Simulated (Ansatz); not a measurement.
input.yaml

```yaml
crystal:
  lattice:
    - [3.746814, 0.0, 0.0]
    - [0.0, 3.746814, 0.0]
    - [0.0, 0.0, 2.28128]
  atoms:
    - { symbol: Be, position: [0.297408, 0.297408, 0.0] }
    - { symbol: Be, position: [0.702592, 0.702592, 0.0] }
    - { symbol: Be, position: [0.202592, 0.797408, 0.5] }
    - { symbol: Be, position: [0.797408, 0.202592, 0.5] }
basis:
  ecutwfc: 420
kpoints:
  mp_grid: { grid: [10, 10, 16] }
hamiltonian:
  xc: pbe
scf:
  occupations: { method: gaussian, width: 0.1 }
output:
  forces: true
  stress: true
  eigenvalues: true
relax:
  adjacent_minimum: "off"
  f_tol: 0.02
  max_steps: 70
  cell: { stress_tol: 0.1 }
```

Launched with
```bash
ansatz run input.yaml --threads 2 --pin off --max-ram 5120MiB --backend cpu --events-out ev --progress --plain --runs-dir out
```

These are results of DFT PBE, scalar-relativistic, plane waves, PAW (Ansatz 0.2.0), not measurements.

Abridged output (iterations and final results):

```
SCF iter   1: F=—  HF=-370.853088 eV  |F-HF|=—  |Δ(HF+E_count)|=         —  Δρ=1.49e-3  dr2=4.67e-4  ethr=1.77e-3  ⟨swp⟩=5.4  Hψ=10916  notcnv=0
SCF iter   2: F=—  HF=-370.853109 eV  |F-HF|=—  |Δ(HF+E_count)|=   2.14e-5  Δρ=9.12e-4  dr2=1.80e-4  ethr=5.84e-6  ⟨swp⟩=1.2  Hψ=3101  notcnv=0
SCF iter   3: F=—  HF=-370.853063 eV  |F-HF|=—  |Δ(HF+E_count)|=   4.64e-5  Δρ=3.01e-5  dr2=1.45e-7  ethr=2.25e-6  ⟨swp⟩=1.0  Hψ=1508  notcnv=0
SCF iter   4: F=—  HF=-370.853058 eV  |F-HF|=—  |Δ(HF+E_count)|=   4.39e-6  Δρ=2.61e-6  dr2=1.20e-9  ethr=1.81e-9  ⟨swp⟩=2.2  Hψ=2244  notcnv=0
SCF iter   5: F=-370.853058 eV  HF=-370.853058 eV  |F-HF|=1.32e-11  |Δ(HF+E_count)|=  3.29e-11  Δρ=4.51e-7  dr2=2.91e-11  ethr=1.49e-11  ⟨swp⟩=1.1  Hψ=1531  notcnv=0
SCF iter   6: F=-370.853058 eV  HF=-370.853058 eV  |F-HF|=1.14e-13  |Δ(HF+E_count)|=  1.46e-11  Δρ=2.90e-8  dr2=3.03e-13  ethr=1.00e-12  ⟨swp⟩=1.0  Hψ=3809  notcnv=0
SCF 1 converged in 6 iterations: F = -370.853058 eV  dr2 = 3.03e-13
relax step   1: F+E_penalty+E_count = -370.85305824 eV  Δ(F+E_penalty+E_count) = +0.000e0 eV  max|allowed force component| = 2.535e-4 eV/Å  Δτ_max = 0.0000 Å  P = +0.001 GPa  Ω = 32.026 Å³  (6 SCF iters, dr2 threshold 1.00e-7 eV, accepted)
Crystal: 4 atoms, lattice volume = 32.028 Å³
Initial density: handed on by an earlier stage of this run
Initial wavefunctions: those handed on with the density
SCF iter   1: F=—  HF=-370.853389 eV  |F-HF|=—  |Δ(HF+E_count)|=         —  Δρ=2.48e-4  dr2=1.44e-5  ethr=1.86e-7  ⟨swp⟩=2.1  Hψ=12384  notcnv=0
SCF iter   2: F=—  HF=-370.853375 eV  |F-HF|=—  |Δ(HF+E_count)|=   1.39e-5  Δρ=1.17e-4  dr2=3.11e-6  ethr=1.80e-7  ⟨swp⟩=1.0  Hψ=1512  notcnv=0
SCF iter   3: F=-370.853374 eV  HF=-370.853374 eV  |F-HF|=3.35e-10  |Δ(HF+E_count)|=   3.89e-7  Δρ=2.86e-6  dr2=1.41e-9  ethr=5.00e-9  ⟨swp⟩=2.9  Hψ=4904  notcnv=0
SCF 2 converged in 3 iterations: F = -370.853374 eV  dr2 = 1.41e-9
relax step   2: F+E_penalty+E_count = -370.85337423 eV  Δ(F+E_penalty+E_count) = -3.160e-4 eV  max|allowed force component| = 3.586e-3 eV/Å  Δτ_max = 0.0007 Å  P = +0.020 GPa  Ω = 32.028 Å³  energy of the carried Pulay correction = +2.292e-6 eV  (3 SCF iters, dr2 threshold 4.00e-7 eV, accepted)
Initial wavefunctions: pseudopotential atomic-orbital guess (no wavefunctions were taken with the density)
SCF iter   1: F=—  HF=-370.853384 eV  |F-HF|=—  |Δ(HF+E_count)|=         —  Δρ=3.47e-6  dr2=1.18e-9  ethr=8.44e-10  ⟨swp⟩=3.2  Hψ=15820  notcnv=0
SCF iter   2: F=—  HF=-370.853372 eV  |F-HF|=—  |Δ(HF+E_count)|=   1.22e-5  Δρ=2.52e-6  dr2=6.01e-10  ethr=1.48e-11  ⟨swp⟩=2.4  Hψ=2540  notcnv=0
SCF iter   3: F=-370.853372 eV  HF=-370.853372 eV  |F-HF|=2.84e-12  |Δ(HF+E_count)|=   1.10e-9  Δρ=2.01e-7  dr2=5.81e-12  ethr=2.00e-12  ⟨swp⟩=2.0  Hψ=5294  notcnv=0
SCF 3 converged in 3 iterations: F = -370.853372 eV  dr2 = 5.81e-12
SCF converged after 3 iterations
Free energy (F): -370.853372 eV
Harris-Foulkes:  -370.853372 eV  (|F-HF|=2.84e-12)
Internal energy: -370.851766 eV  (E = F + TS)
E sigma→0 (E₀):  -370.852569 eV
Entropy (-TS):   -0.001606 eV (-0.402 meV/atom)
Fermi energy:    7.802983 eV
--- Per-component energies (eV) ---
  E_band       = 23.983596
  E_kinetic    = 83.573445
  E_local      = 10.826663  (includes V_loc(G=0)·N_el)
  E_nonlocal   = 17.906757
  E_hartree    = 0.213417
  E_xc         = -78.982611
  E_vxc        = -83.035923  (∫ρ·V_xc dr)
  E_paw        = -238.301724  (= ΣΔE_a)
  E_vpaw       = -5.714175  (= ΣTr[D̂ρ^β])
  E_aug_tail   = -0.000003  (compensation charges beyond the density's cutoff)
  E_ewald      = -166.087709
  E_smearing   = -0.001606  (= −TS)
--- Forces (eV/Å), atoms counted from 1 ---
  atom   1  Be     0.00358238     0.00358238     0.00000000
  atom   2  Be    -0.00358238    -0.00358238     0.00000000
  atom   3  Be    -0.00358238     0.00358238     0.00000000
  atom   4  Be     0.00358238    -0.00358238     0.00000000
--- Stress (GPa, compression-positive) ---
        0.027469       0.000000       0.000000
        0.000000       0.027469       0.000000
        0.000000       0.000000       0.004594
  P = ⅓ Tr σ = 0.0198 GPa (0.198 kbar)
--- Band table (eV; the first three rows and the last of 189) ---
  k-point 0: bands = ["-3.2694", "2.9028", "3.4860", "6.8310", "6.8310", "12.6834", "12.6834", "15.2387"]
  k-point 1: bands = ["-3.1861", "3.0096", "3.5969", "6.8942", "6.8942", "12.7414", "12.7414", "15.3239"]
  k-point 2: bands = ["-2.9359", "3.3290", "3.9294", "7.0789", "7.0789", "12.9151", "12.9151", "13.3153"]
  k-point 188: bands = ["4.1355", "4.1355", "4.4869", "4.4869", "9.6922", "9.6922", "9.6941", "9.6941"]
--- Relaxed structure (2 steps of the walk, 2 accepted, 1 SCFs on fresh bases) ---
  F+E_penalty+E_count = -370.85337228 eV   max|allowed force component| = 3.582e-3 eV/Å   (the final SCF, on the basis selected at the relaxed cell)
  cell:  # Å, volume = 32.0278 Å³
    - [3.75177712, 0.0, 0.0]
    - [0.0, 3.75177712, 0.0]
    - [0.0, 0.0, 2.27537363]
  atoms:
    - { symbol: Be, position: [0.29754553, 0.29754553, 0.0] }
    - { symbol: Be, position: [0.70245446, 0.70245446, 0.0] }
    - { symbol: Be, position: [0.20245446, 0.79754553, 0.5] }
    - { symbol: Be, position: [0.79754553, 0.20245446, 0.5] }
```

The relaxation met its thresholds.

It took 4.1 s on 2 threads of Arm Neoverse V2, on a shared host, peak memory 0.34 GiB.